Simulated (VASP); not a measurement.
# NaI: G0W0 on PBE, by volume over the given one and cell

NaI, Fm-3m (no. 225), 2 atoms in the cell. PBE, GW; PAW potentials I_GW, Na_sv_GW (PBE set).

| Volume over the given one | Cell | Quasiparticle gap on the mesh (eV) | Gap of the starting point on the mesh (eV) | Quasiparticle gap at the zone centre (eV) | Starting gap at the zone centre (eV) | Correction of the gap between the band edges on the mesh (eV) | Time (s) |
|---|---|---|---|---|---|---|---|
| 0.94 | scale = 0.94 | 5.92 | 3.81 | 5.92 | 3.81 | 2.11 | 98 |
| 0.97 | scale = 0.97 | 5.84 | 3.72 | 5.84 | 3.72 | 2.12 | 84 |
| 1 | as given | 5.77 | 3.63 | 5.77 | 3.63 | 2.14 | 91 |
| 1.03 | scale = 1.03 | 5.71 | 3.56 | 5.71 | 3.56 | 2.15 | 89 |

Limits: spin-orbit coupling is left out, which can change the gap by several tenths of an eV or more with I; the mesh is coarse: the screening isn't converged, and the gap may still move by about 0.1 eV.

## Input of the first row

INCAR.step1:
```
PREC = Accurate
ENCUT = 450
ISMEAR = 0
SIGMA = 0.05
LASPH = T
LREAL = F
GGA = PE
ALGO = Normal
EDIFF = 1E-8
NELM = 150
LWAVE = T
LCHARG = F
KPAR = 4
```

INCAR.step2, as INCAR.step1 but for:
```
- ALGO = Normal
- NELM = 150
+ ALGO = Exact
+ NELM = 1
+ ISTART = 1
+ NBANDS = 220
+ LOPTICS = T
```

INCAR.step3:
```
PREC = Accurate
ENCUT = 450
ISMEAR = 0
SIGMA = 0.05
LASPH = T
LREAL = F
GGA = PE
ALGO = EVGW0
NBANDS = 220
NBANDSGW = 12
ENCUTGW = 130
NOMEGA = 48
PRECFOCK = Fast
ISTART = 1
LWAVE = F
LCHARG = F
NELMGW = 1
KPAR = 4
```

KPOINTS:
```
k-points
0
Gamma
  4 4 4
```

POSCAR:
```
NaI
1.0
    0.0000000000      3.1703324822      3.1703324822
    3.1703324822      0.0000000000      3.1703324822
    3.1703324822      3.1703324822      0.0000000000
I Na
1 1
Direct
    0.5000000000      0.5000000000      0.5000000000
    0.0000000000      0.0000000000      0.0000000000
```

Commands (each step's output is kept before the next begins):
```
cat potpaw_PBE.64/I_GW/POTCAR potpaw_PBE.64/Na_sv_GW/POTCAR > POTCAR
cp INCAR.step1 INCAR
mpirun -np 4 vasp_std > vasp.out
cp INCAR.step2 INCAR
mpirun -np 4 vasp_std > vasp.out
cp INCAR.step3 INCAR
mpirun -np 4 vasp_std > vasp.out
```

VASP 6.6.1 took 98 s on 4 cores (Intel Xeon Platinum 8375C @ 2.90GHz (Ice Lake)), a shared host.
